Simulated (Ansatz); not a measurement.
**Hf2Si: a tetragonal deformation path**

This session takes Hf2Si and sets out to look for other minima along a tetragonal path.

Method: DFT PBEsol, scalar-relativistic, plane waves, PAW, in Ansatz 0.2.0.

2 further runs of the same task are left out: 2 set aside as unsound or not needed.

## (1) Starting point

The structure is tetragonal, space group I4/mcm (No. 140). Conventional cell: a = 6.511 Å, b = 6.511 Å, c = 5.143 Å, α = 90.00°, β = 90.00°, γ = 90.00°. Around Hf (site symmetry m2m) lie 4 Si at 2.77 Å and 3 Hf at 2.89 to 3.09 Å. Around Si (site symmetry 422) lie 2 Si at 2.57 Å and 8 Hf at 2.77 Å.

As a file:

```xyz
6
Lattice="-3.2553 3.2553 2.5716 3.2553 -3.2553 2.5716 3.2553 3.2553 -2.5716" Properties=species:S:1:pos:R:3 pbc="T T T"
Hf    1.0205    2.2348    2.5716
Hf    2.2348   -1.0205    2.5716
Hf    2.2348    1.0205    0.0000
Hf    1.0205    4.2759    0.0000
Si    0.0000    0.0000    3.8574
Si    0.0000    0.0000    1.2858
```

It goes back to an entry of the Materials Project, which need not be the stable form.

It is the result of an earlier relaxation at this level (volume 18.17 Å³/atom; gap on the mesh: none (metal)).

## (2) The reference: the undisturbed cell on the scan's mesh

The input, input.yaml:

```yaml
crystal:
  lattice:
    - [-3.2553259384, 3.2553259384, 2.5716076327]
    - [3.2553259384, -3.2553259384, 2.5716076327]
    - [3.2553259384, 3.2553259384, -2.5716076327]
  atoms:
    - { symbol: Hf, position: [0.8432528484, 0.6567471516, 0.5] }
    - { symbol: Hf, position: [0.3432528484, 0.8432528484, 0.1865056968] }
    - { symbol: Hf, position: [0.1567471516, 0.3432528484, 0.5] }
    - { symbol: Hf, position: [0.6567471516, 0.1567471516, 0.8134943032] }
    - { symbol: Si, position: [0.75, 0.75, 0.0] }
    - { symbol: Si, position: [0.25, 0.25, 0.0] }
basis:
  ecutwfc: 420
kpoints:
  mp_grid: { grid: [14, 14, 14] }
hamiltonian:
  xc: pbesol
scf:
  occupations: { method: gaussian, width: 0.15 }
output:
  forces: true
  stress: true
  eigenvalues: true
```

Launch:

```console
$ ansatz run input.yaml --threads 1 --pin off --max-ram 2560MiB --backend cpu --events-out ev --progress --plain --runs-dir out
```

## (3) Next: a tetragonal deformation path

At fixed volume and fractional coordinates, lengths along (0.000, 0.000, 1.000) are scaled against those across it; ρ is that ratio over its starting value.

## (4) At ρ = 0.850

input.yaml, as its differences from that of step 2:

```diff
@@ -2,5 +2,5 @@
   lattice:
-    - [-3.2553259384, 3.2553259384, 2.5716076327]
-    - [3.2553259384, -3.2553259384, 2.5716076327]
-    - [3.2553259384, 3.2553259384, -2.5716076327]
+    - [-3.4365407924, 3.4365407924, 2.3075475372]
+    - [3.4365407924, -3.4365407924, 2.3075475372]
+    - [3.4365407924, 3.4365407924, -2.3075475372]
   atoms:
```

## (5) ρ = 1.200

input.yaml, as its differences from that of step 4:

```diff
@@ -2,5 +2,5 @@
   lattice:
-    - [-3.4365407924, 3.4365407924, 2.3075475372]
-    - [3.4365407924, -3.4365407924, 2.3075475372]
-    - [3.4365407924, 3.4365407924, -2.3075475372]
+    - [-3.0633789938, 3.0633789938, 2.9039705214]
+    - [3.0633789938, -3.0633789938, 2.9039705214]
+    - [3.0633789938, 3.0633789938, -2.9039705214]
   atoms:
```

## (6) At ρ = 0.920

input.yaml, as its differences from that of step 5:

```diff
@@ -2,5 +2,5 @@
   lattice:
-    - [-3.0633789938, 3.0633789938, 2.9039705214]
-    - [3.0633789938, -3.0633789938, 2.9039705214]
-    - [3.0633789938, 3.0633789938, -2.9039705214]
+    - [-3.347073142, 3.347073142, 2.4325583004]
+    - [3.347073142, -3.347073142, 2.4325583004]
+    - [3.347073142, 3.347073142, -2.4325583004]
   atoms:
```

## (7) Point ρ = 1.100

input.yaml, as its differences from that of step 6:

```diff
@@ -2,5 +2,5 @@
   lattice:
-    - [-3.347073142, 3.347073142, 2.4325583004]
-    - [3.347073142, -3.347073142, 2.4325583004]
-    - [3.347073142, 3.347073142, -2.4325583004]
+    - [-3.1535296376, 3.1535296376, 2.7403108455]
+    - [3.1535296376, -3.1535296376, 2.7403108455]
+    - [3.1535296376, 3.1535296376, -2.7403108455]
   atoms:
```

(Steps that only read results are left out.)

What does the calculation give? Wanted: highest point.

The runs gave:

| quantity | value |
| --- | --- |
| highest point | 214.3 meV/atom at ρ = 0.850 |

What this shows: No sampled point lies below the undisturbed cell. No sampled point inside the path is a dip, apart from those named. Spin-orbit coupling is left out for Hf.
